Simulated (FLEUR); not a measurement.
# C (P6_3/mmc) in FLEUR: further runs, part 2 of 2

FLEUR MaX-R8.1 (patched build s14). The steps go on from the part before.

## Step 5: Equation of state, LDA (von Barth-Hedin), 5.67 Å³/atom

The COD entry that gives the cell may itself be a prediction, so a difference from it is no test against experiment.

inp.xml reads:

```xml
<?xml version="1.0" encoding="UTF-8" standalone="no"?>
<fleurInput fleurInputVersion="0.39">
   <comment>
      C                                                                                                   
   </comment>
   <calculationSetup>
      <cutoffs Kmax="5.19" Gmax="16.1" GmaxXC="16.1" numbands="0"/>
      <scfLoop itmax="60" minDistance="0.00001" maxIterBroyd="15" imix="Anderson" alpha="0.05" precondParam="0.0" spinf="2.0"/>
      <coreElectrons ctail="T" frcor="F" kcrel="0" coretail_lmax="0"/>
      <xcFunctional name="bh" relativisticCorrections="F"/>
      <magnetism jspins="1"/>
      <soc l_soc="F" theta="0.0" phi="0.0" spav="F"/>
      <expertModes spex="0" secvar="F"/>
      <geometryOptimization l_f="F" forcealpha="1.0" forcemix="BFGS" epsdisp="0.00001" epsforce="0.00001"/>
      <ldaU l_linMix="F" mixParam="0.05" spinf="1.0"/>
   </calculationSetup>
   <cell>
      <bzIntegration valenceElectrons="32.0" mode="hist" fermiSmearingEnergy="0.00183747">
         <kPointListSelection listName="default-1"/>
         <!-- k-points included here -->
         <xi:include xmlns:xi="http://www.w3.org/2001/XInclude" href="kpts.xml"> </xi:include>
      </bzIntegration>
      <!-- symmetry operations included here -->
      <xi:include xmlns:xi="http://www.w3.org/2001/XInclude" href="sym.xml"> </xi:include>
      <bulkLattice scale="1.0000000000">
         <bravaisMatrix>
            <row-1>    4.7660782588536597     0.0000000000000000     0.0000000000000000</row-1>
            <row-2>   -2.3830391294268298     4.1275448486208255     0.0000000000000000</row-2>
            <row-3>    0.0000000000000000     0.0000000000000000    15.5658630609426591</row-3>
         </bravaisMatrix>
      </bulkLattice>
   </cell>
   <atomSpecies>
      <species name="Carbon (C)" element="C" atomicNumber="6">
         <mtSphere radius="1.31" gridPoints="447" logIncrement="0.023"/>
         <atomicCutoffs lmax="5" lnonsphr="3"/>
         <electronConfig flipSpins="F">
            <coreConfig>(1s1/2)</coreConfig>
            <valenceConfig>(2s1/2) (2p1/2) (2p3/2)</valenceConfig>
            <stateOccupation state="(2p1/2)" spinUp="0.333333" spinDown="0.333333"/>
            <stateOccupation state="(2p3/2)" spinUp="0.666667" spinDown="0.666667"/>
         </electronConfig>
         <energyParameters s="2" p="2" d="3" f="4"/>
         <lo type="SCLO" l="0" n="2" eDeriv="2"/>
         <lo type="SCLO" l="1" n="2" eDeriv="2"/>
         <lo type="SCLO" l="2" n="3" eDeriv="2"/>
      </species>
   </atomSpecies>
   <atomGroups>
      <atomGroup species="Carbon (C)">
         <relPos label="                   1">-1.000/3.000 1.000/3.000 -5.000/32.000</relPos>
         <relPos label="                   2">1.000/3.000 -1.000/3.000 11.000/32.000</relPos>
         <relPos label="                   3">-1.000/3.000 1.000/3.000 -11.000/32.000</relPos>
         <relPos label="                   4">1.000/3.000 -1.000/3.000 5.000/32.000</relPos>
         <force calculate="T" relaxXYZ="TTT"/>
      </atomGroup>
      <atomGroup species="Carbon (C)">
         <relPos label="                   5">.0000000000 .0000000000 -3.000/32.000</relPos>
         <relPos label="                   6">.0000000000 .0000000000 13.000/32.000</relPos>
         <relPos label="                   7">.0000000000 .0000000000 -13.000/32.000</relPos>
         <relPos label="                   8">.0000000000 .0000000000 3.000/32.000</relPos>
         <force calculate="T" relaxXYZ="TTT"/>
      </atomGroup>
   </atomGroups>
   <output dos="F" band="F" slice="F">
      <checks vchk="F" cdinf="F"/>
      <bandDOS minEnergy="-.5*Htr" maxEnergy="0.5*Htr" sigma="0.015" storeEVData="T"/>
      <vacuumDOS vacdos="F" integ="F" star="F" nstars="0" locx1="0.0" locy1="0.0" locx2="0.0" locy2="0.0" nstm="0" tworkf="0.0"/>
      <unfoldingBand unfoldBand="F" supercellX="1" supercellY="1" supercellZ="1"/>
      <plotting iplot="0" polar="F">
         <plot TwoD="T" vec1="  1.0  0.0  0.0" vec2="  0.0  1.0  0.0" vec3="  0.0  0.0  1.0" zero="  0.0  0.0  0.0" file="plot"/>
      </plotting>
      <chargeDensitySlicing numkpt="0" minEigenval="0.0" maxEigenval="0.0" nnne="0" pallst="F"/>
      <specialOutput eonly="F"/>
      <magneticCircularDichroism mcd="F" energyLo="-10.0" energyUp="0.0"/>
   </output>
  <!-- We include the file relax.xml here to enable relaxations (see documentation) -->
  <xi:include xmlns:xi="http://www.w3.org/2001/XInclude" href="relax.xml"> <xi:fallback/> </xi:include>
</fleurInput>
```

On the command line:

```console
$ inpgen -f crystal.txt -profile fastHighL
$ # inp.xml edited to the form shown
$ fleur
```

Run time: 2.6 min. Hardware: 1 thread of Intel Xeon Platinum 8488C (Sapphire Rapids), shared host; peak memory 0.09 GiB.

It converged, with:

```
Free energy                                           : -8255.0686 eV
Band gap on the k mesh                                : 4.39 eV, indirect (least direct gap 5.15 eV)
Valence electrons inside the program's atomic spheres : C 1.96 (radii C 1.31 bohr)
```

## Step 6: Equation of state, LDA (von Barth-Hedin), 5.90 Å³/atom (volume scaled by 1.04)

Edit inp.xml of step 5 so:

```diff
@@ -24,3 +24,3 @@
       <xi:include xmlns:xi="http://www.w3.org/2001/XInclude" href="sym.xml"> </xi:include>
-      <bulkLattice scale="1.0000000000">
+      <bulkLattice scale="1.0131594038">
          <bravaisMatrix>
```

Potentials or basis: all-electron, FLAPW.

On the command line:

```console
$ inpgen -f crystal.txt -profile fastHighL
$ # inp.xml edited to the form shown
$ fleur
```

Run time: 2.7 min. Hardware: 1 thread of Intel Xeon Platinum 8488C (Sapphire Rapids), shared host; peak memory 0.09 GiB.

It converged, with:

| Item | Value |
| --- | --- |
| Free energy | -8254.8536 eV |
| Band gap on the k mesh | 4.28 eV, indirect (least direct gap 5.06 eV) |
| Valence electrons inside the program's atomic spheres | C 1.92 (radii C 1.31 bohr) |

## Step 7: Equation of state, LDA (von Barth-Hedin), 6.01 Å³/atom (volume scaled by 1.06)

Edit inp.xml of step 6 so:

```diff
@@ -24,3 +24,3 @@
       <xi:include xmlns:xi="http://www.w3.org/2001/XInclude" href="sym.xml"> </xi:include>
-      <bulkLattice scale="1.0131594038">
+      <bulkLattice scale="1.0196128224">
          <bravaisMatrix>
```

On the command line:

```console
$ inpgen -f crystal.txt -profile fastHighL
$ # inp.xml edited to the form shown
$ fleur
```

It took 2.7 min on 1 thread of Intel Xeon Platinum 8488C (Sapphire Rapids), shared host; peak memory 0.09 GiB.

Results (log left out):

| Quantity | Value |
| --- | --- |
| Free energy | -8254.6832 eV |
| Band gap on the k mesh | 4.23 eV, indirect (least direct gap 5.02 eV) |
| Valence electrons inside the program's atomic spheres | C 1.91 (radii C 1.31 bohr) |

## Step 8: Equation of state, LDA (von Barth-Hedin)

This step only gathers the single runs of the series.

Results:

```yaml
Equilibrium_volume: 5.54 Å³/atom
Bulk_modulus_at_fixed_shape_and_positions: 476 GPa
Pressure_derivative_of_the_bulk_modulus: "3.7 (rough: it moves with the points fitted)"
```

Energy against volume, from the lowest point:
```csv
volume (Å³/atom),energy (meV/atom)
5.332,9.79
5.445,0.00
5.672,2.11
5.899,28.98
6.012,50.28
```

Caveat: small basis for a fit; the cell was scaled at fixed shape and fractional positions, which overstates the stiffness of a crystal with free parameters, most of all of layers and chains.
